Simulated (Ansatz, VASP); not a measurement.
One calculation of LiH, two programs

```
Li H
1.0
     0.00000    1.98276    1.98276
     1.98276    0.00000    1.98276
     1.98276    1.98276    0.00000
Li H
1 1
Cartesian
  0.0000 0.0000 0.0000
  1.9828 1.9828 1.9828
```

Alike in both runs: task single point; functional r2SCAN; k mesh 10 × 10 × 10; no spin polarisation.

|  | VASP | Ansatz |
| --- | --- | --- |
| version | VASP 6.6.1 | Ansatz 0.2.0 |
| potentials or method | VASP PAW PBE potentials, release 64 (Li_sv, H) | plane waves, PAW |
| plane-wave cutoff (eV) | 520 | 500 |
| occupations | gaussian, width 0.01 eV | fixed |
| valence electrons in the cell | 4 | 4 |

|  | VASP | Ansatz | Ansatz less VASP |
| --- | --- | --- | --- |
| gap on the k mesh at the Fermi level (eV) | 3.56 | 3.61 | +0.048 |

 A k mesh can miss the band edges. r2SCAN opens gaps a little over a GGA but as a rule still falls short of measured ones.
